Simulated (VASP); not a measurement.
# Cr (P6_3/mmc) in VASP: further runs, part 2 of 2

VASP 6.6.1.

## 5. Single point, PBEsol, collinear spin, ferromagnetic start

Contents of INCAR:

```
SYSTEM = Cr
ADDGRID = .FALSE.
ALGO = Normal
EDIFF = 1E-6
ENCUT = 400
GGA = PS
ISIF = 2
ISMEAR = 1
ISPIN = 2
LASPH = .TRUE.
LCHARG = .FALSE.
LMAXMIX = 4
LORBIT = 11
LREAL = .FALSE.
LWAVE = .FALSE.
MAGMOM = 3 3
NELM = 100
PREC = Accurate
SIGMA = 0.05
```

Contents of KPOINTS:

```
k-points
0
G
  15 15 8
  0 0 0
```

Contents of POSCAR:

```
Cr
1.0
    2.7140000000      0.0000000000      0.0000000000
   -1.3570000000      2.3503929459      0.0000000000
    0.0000000000      0.0000000000      4.4100000000
Cr
2
Direct
    0.6666666667      0.3333333333      0.7500000000
    0.3333333333      0.6666666667      0.2500000000
```

Potentials or basis: VASP PAW PBE potentials, release 64 (Cr_pv).

Started as:

```
cat potpaw_PBE.64/Cr_pv/POTCAR > POTCAR
mpirun -np 1 vasp_std > vasp.out
```

OUTCAR:

```text
SYSTEM = Cr
   EDIFF = 1E-6
   ENCUT = 400
   GGA = PS
   ISIF = 2
   ISMEAR = 1
   ISPIN = 2
   LASPH = .TRUE.
   LORBIT = 11
   LREAL = .FALSE.
   NELM = 100
   PREC = Accurate

 Found    135 irreducible k-points:

 Following reciprocal coordinates:
            Coordinates               Weight
  0.000000  0.000000  0.000000      1.000000
  0.066667 -0.000000  0.000000      6.000000
  0.133333  0.000000  0.000000      6.000000
  0.200000 -0.000000  0.000000      6.000000
  0.266667  0.000000  0.000000      6.000000
  0.333333  0.000000  0.000000      6.000000
   k-points           NKPTS =    135   k-points in BZ     NKDIM =    135   number of bands    NBANDS=     19
   number of dos      NEDOS =    301   number of ions     NIONS =      2
   total plane-waves  NPLWV =   9720
   dimension x,y,z NGX =    18 NGY =   18 NGZ =   30
   dimension x,y,z NGXF=    36 NGYF=   36 NGZF=   60
   ions per type =               2
   NGX,Y,Z   is equivalent  to a cutoff of  11.03, 11.03, 11.31 a.u.
   NGXF,Y,Z  is equivalent  to a cutoff of  22.05, 22.05, 22.62 a.u.
 SYSTEM =  Cr
   PREC   = accura    normal or accurate (medium, high low for compatibility)
   ISTART =      0    job   : 0-new  1-cont  2-samecut
   ICHARG =      2    charge: 1-file 2-atom 10-const
   ISPIN  =      2    spin polarized calculation?
   LNONCOLLINEAR =      F non collinear calculations
   LSORBIT =      F    spin-orbit coupling
   LASPH  =      T    aspherical Exc in radial PAW
   ENCUT  =  400.0 eV  29.40 Ry    5.42 a.u.   4.43  4.43  7.19*2*pi/ulx,y,z
   NELM   =    100;   NELMIN=  2; NELMDL= -5     # of ELM steps
   EDIFF  = 0.1E-05   stopping-criterion for ELM
   LREAL  =      F    real-space projection
   EDIFFG = 0.1E-04   stopping-criterion for IOM
   NSW    =      0    number of steps for IOM
   IBRION =     -1    ionic relax: 0-MD 1-quasi-New 2-CG
   NFREE  =      0    steps in history (QN), initial steepest desc. (CG)
   ISIF   =      2    stress and relaxation
   ISYM   =      2    0-nonsym 1-usesym 2-fastsym
   POTIM  = 0.5000    time-step for ionic-motion
   TEBEG  =    0.0;   TEEND  =   0.0 temperature during run
   PSTRESS=    0.0 pullay stress
   NELECT =      24.0000    total number of electrons
   NUPDOWN=      -1.0000    fix difference up-down
   EMIN   =  10.00;   EMAX   =-10.00  energy-range for DOS
   EFERMI =   0.00;   METHOD = LEGACY
   ISMEAR =     1;   SIGMA  =   0.05  broadening in eV -4-tet -1-fermi 0-gaus
   EFERMI_NEDOS =   21; number of points for ismear=-14 and -15
   IALGO  =     38    algorithm
   IMIX   =      4    mixing-type and parameters
     AMIX     =   0.40;   BMIX     =  1.00
     AMIX_MAG =   1.60;   BMIX_MAG =  1.00
  volume/ion in A,a.u.               =      14.07        94.92
  Fermi-wavevector in a.u.,A,eV,Ry     =   1.552681  2.934142 32.801180  2.410819
  Thomas-Fermi vector in A             =   2.657021
   LORBIT       =     11    0 simple, 1 ext, 2 COOP (PROOUT), +10 PAW based schemes
   GGA     = PS    functional components
   LHFCALC =     F    Hartree Fock is set to
   AEXX    =    0.0000 exact exchange contribution
   IVDW    =     0    specifies the selected vdW correction
   LEPSILON=     F    determine dielectric tensor
   LRPA    =     F    only Hartree local field effects (RPA)
 spin polarized calculation
 Methfessel and Paxton  Order N= 1 SIGMA  =   0.05
  energy-cutoff  :      400.00
  volume of cell :       28.13
 maximum number of plane-waves:       537
 NGX is ok and might be reduce to    18
   NGX =  9   NGY =  9   NGZ = 15

 number of electron      24.0000004 magnetization       1.7578628

 Free energy of the ion-electron system (eV)
  ---------------------------------------------------
  ext. energy  EPLUGINS =         0.00000000
  ---------------------------------------------------
  free energy    TOTEN  =       -18.90053686 eV

  energy without entropy =      -18.90061579  energy(sigma->0) =      -18.90056317

 E-fermi :   8.1303     XC(G=0): -12.6933

 val. band max:        8.1284220335   @ k =   0.4000   0.2000   0.2500
 cond. band min:       8.1347009273   @ k =   0.0667  -0.0000   0.5000
 fundamental gap:      0.0062788937
 Fermi energy:         8.1302569779

 spin component 1

 k-point     1 :       0.0000    0.0000    0.0000
  band No.  band energies     occupation
      1     -35.1611      1.00000
      2     -34.8254      1.00000
      3     -34.8254      1.00000
      4     -34.7583      1.00000
      5     -34.7583      1.00000
      6     -34.6709      1.00000
[... 11 lines left out ...]
     18       9.5314      0.00000
     19      14.9737      0.00000

 k-point     2 :       0.0667   -0.0000    0.0000
  band No.  band energies     occupation
      1     -35.1540      1.00000
      2     -34.8406      1.00000
      3     -34.8303      1.00000
      4     -34.7745      1.00000
      5     -34.7607      1.00000
      6     -34.6735      1.00000
[... 11 lines left out ...]
     18      10.1629      0.00000
     19      14.9741      0.00000

 k-point     3 :       0.1333    0.0000    0.0000
  band No.  band energies     occupation
      1     -35.1334      1.00000
      2     -34.8843      1.00000
      3     -34.8439      1.00000
      4     -34.8198      1.00000
      5     -34.7678      1.00000
      6     -34.6815      1.00000
[... 38 lines left out ...]
      1     -35.0614      1.00000
      2     -35.0256      1.00000
      3     -34.9586      1.00000
      4     -34.8857      1.00000
      5     -34.7919      1.00000
      6     -34.7138      1.00000
[... 11 lines left out ...]
     18      13.6370      0.00000
     19      14.9855      0.00000

 k-point     6 :       0.3333    0.0000    0.0000
  band No.  band energies     occupation
      1     -35.0987      1.00000
      2     -35.0276      1.00000
      3     -35.0175      1.00000
      4     -34.9065      1.00000
      5     -34.8046      1.00000
      6     -34.7378      1.00000
[... 11 lines left out ...]
     18      14.9373      0.00000
     19      14.9904      0.00000

 [... further k-points ...]

 spin component 2

 k-point     1 :       0.0000    0.0000    0.0000
  band No.  band energies     occupation
      1     -34.4207      1.00000
      2     -33.9866      1.00000
      3     -33.9866      1.00000
      4     -33.9206      1.00000
      5     -33.9183      1.00000
      6     -33.9183      1.00000
[... 11 lines left out ...]
     18      10.3498      0.00000
     19      15.9336      0.00000

 k-point     2 :       0.0667   -0.0000    0.0000
  band No.  band energies     occupation
      1     -34.4134      1.00000
      2     -34.0022      1.00000
      3     -33.9916      1.00000
      4     -33.9349      1.00000
      5     -33.9233      1.00000
      6     -33.9208      1.00000
[... 11 lines left out ...]
     18      10.8586      0.00000
     19      15.9334      0.00000

 k-point     3 :       0.1333    0.0000    0.0000
  band No.  band energies     occupation
      1     -34.3924      1.00000
      2     -34.0468      1.00000
      3     -34.0055      1.00000
      4     -33.9813      1.00000
      5     -33.9314      1.00000
      6     -33.9280      1.00000
[... 38 lines left out ...]
      1     -34.3188      1.00000
      2     -34.1916      1.00000
      3     -34.1231      1.00000
      4     -34.0482      1.00000
      5     -33.9643      1.00000
      6     -33.9525      1.00000
[... 11 lines left out ...]
     18      14.1883      0.00000
     19      15.9994      0.00000

 k-point     6 :       0.3333    0.0000    0.0000
  band No.  band energies     occupation
      1     -34.2739      1.00000
      2     -34.2664      1.00000
      3     -34.1936      1.00000
      4     -34.0694      1.00000
      5     -33.9887      1.00000
      6     -33.9654      1.00000
[... 11 lines left out ...]
     18      15.4601      0.00000
     19      15.8958      0.00000

 [... further k-points ...]

------------------------ aborting loop because EDIFF is reached ----------------------------------------

  FORCE on cell =-STRESS in cart. coord.  units (eV):
  Direction    XX          YY          ZZ          XY          YZ          ZX
  --------------------------------------------------------------------------------------
  -------------------------------------------------------------------------------------
  Total       -6.0913245     -6.0913245     -5.3318450      0.0000000      0.0000000      0.0000000
  in kB     -346.9232537   -346.9232537   -303.6681134      0.0000000      0.0000000      0.0000000
  external PRESSURE =    -332.5048736 kB  Pullay stress =       0.0000000 kB

 VOLUME and BASIS-vectors are now :
 -----------------------------------------------------------------------------
  energy-cutoff  :      400.00
  volume of cell :       28.13
      direct lattice vectors                 reciprocal lattice vectors
     2.714000000  0.000000000  0.000000000     0.368459838  0.212730387  0.000000000
    -1.357000000  2.350392946  0.000000000     0.000000000  0.425460773  0.000000000
     0.000000000  0.000000000  4.410000000     0.000000000  0.000000000  0.226757370

 POSITION                                       TOTAL-FORCE (eV/Angst)
 -----------------------------------------------------------------------------------
      1.35700      0.78346      3.30750         0.000000      0.000000      0.000000
     -0.00000      1.56693      1.10250        -0.000000     -0.000000      0.000000
 -----------------------------------------------------------------------------------
    total drift:                               -0.000000      0.000000     -0.000000

  FREE ENERGIE OF THE ION-ELECTRON SYSTEM (eV)
  ---------------------------------------------------
  free  energy   TOTEN  =       -18.9005368614 eV

  energy  without entropy=      -18.9006157900  energy(sigma->0) =      -18.90056317

 total charge

# of ion       s       p       d       tot
------------------------------------------
    1        0.376   6.283   4.053  10.712
    2        0.376   6.283   4.053  10.712
--------------------------------------------------
tot          0.751  12.565   8.107  21.424

 magnetization (x)

# of ion       s       p       d       tot
------------------------------------------
    1        0.001   0.023   0.789   0.813
    2        0.001   0.023   0.789   0.813
--------------------------------------------------
tot          0.002   0.046   1.579   1.627
```

OSZICAR:

```text
N       E                     dE             d eps       ncg     rms          rms(c)
DAV:   1     0.211569379432E+03    0.21157E+03   -0.12793E+04 10340   0.129E+03
DAV:   2    -0.142474363220E+02   -0.22582E+03   -0.22090E+03 10447   0.394E+02
DAV:   3    -0.212223882506E+02   -0.69750E+01   -0.68364E+01 10829   0.829E+01
DAV:   4    -0.213184521262E+02   -0.96064E-01   -0.96004E-01 13084   0.890E+00
DAV:   5    -0.213203550802E+02   -0.19030E-02   -0.19016E-02 11637   0.120E+00    0.194E+01
DAV:   6    -0.186932081081E+02    0.26271E+01   -0.17183E+01 10590   0.448E+01    0.544E+00
DAV:   7    -0.188920236881E+02   -0.19882E+00   -0.68935E-01 11160   0.757E+00    0.284E+00
DAV:   8    -0.189032146449E+02   -0.11191E-01   -0.27483E-02 12636   0.126E+00    0.103E+00
DAV:   9    -0.188987614584E+02    0.44532E-02   -0.95562E-03 11650   0.785E-01    0.357E-01
DAV:  10    -0.189000401587E+02   -0.12787E-02   -0.38340E-03 11184   0.385E-01    0.185E-01
DAV:  11    -0.189003535512E+02   -0.31339E-03   -0.36395E-04 13570   0.164E-01    0.102E-01
DAV:  12    -0.189005205339E+02   -0.16698E-03   -0.13116E-04 13497   0.863E-02    0.378E-02
DAV:  13    -0.189005364772E+02   -0.15943E-04   -0.23716E-05 11317   0.391E-02    0.131E-02
DAV:  14    -0.189005368614E+02   -0.38419E-06   -0.45105E-06 11341   0.163E-02
   1 F= -.18900537E+02 E0= -.18900563E+02  d E =0.789286E-04  mag=     1.7579
```

Wall time 89 s (1 thread of Intel Xeon Platinum 8488C (Sapphire Rapids), shared host); peak memory 0.18 GiB.

The run converged, but some of its settings lie outside the range that counts as converged, so its numbers aren't taken as properties of the crystal.

What came out:

| Quantity | Value |
| --- | --- |
| Free energy | -18.9005 eV |
| Pressure | -33.3 GPa |
| Band gap on the k mesh | none (metal or under the smearing width) |
| Net moment | 1.76 μB per cell |
| Site moments | Cr +0.81 μB |
| Valence electrons inside the program's atomic spheres | Cr 10.71 |

Caveat: a pressure of tens of GPa on the cell as given is suspect, and the run, the potentials or the cell itself is likely at fault; the PAW data sets were made with another functional, which shifts forces and pressure a little.

## 6. Single point, PBEsol, collinear spin, ferromagnetic start

Edit INCAR of step 5 so:

```diff
@@ -18,2 +18,2 @@
 PREC = Accurate
-SIGMA = 0.05
+SIGMA = 0.02
```

KPOINTS is that of step 5.

POSCAR is that of step 5.

Potentials or basis: VASP PAW PBE potentials, release 64 (Cr_pv).

Started as:

```
cat potpaw_PBE.64/Cr_pv/POTCAR > POTCAR
mpirun -np 1 vasp_std > vasp.out
```

Run time: 79 s. Hardware: 1 thread of Intel Xeon Platinum 8488C (Sapphire Rapids), shared host; peak memory 0.18 GiB.

These settings aren't checked as converged: the numbers below hold their error.

Results:

```yaml
Free_energy: -18.9006 eV
Pressure: -33.3 GPa
Band_gap_on_the_k_mesh: none (metal or under the smearing width)
Net_moment: 1.74 μB per cell
Site_moments: Cr +0.80 μB
Valence_electrons_inside_the_program's_atomic_spheres: Cr 10.71
```

Caveat: a pressure of tens of GPa on the cell as given is suspect, and the run, the potentials or the cell itself is likely at fault; the PAW data sets were made with another functional, which shifts forces and pressure a little.
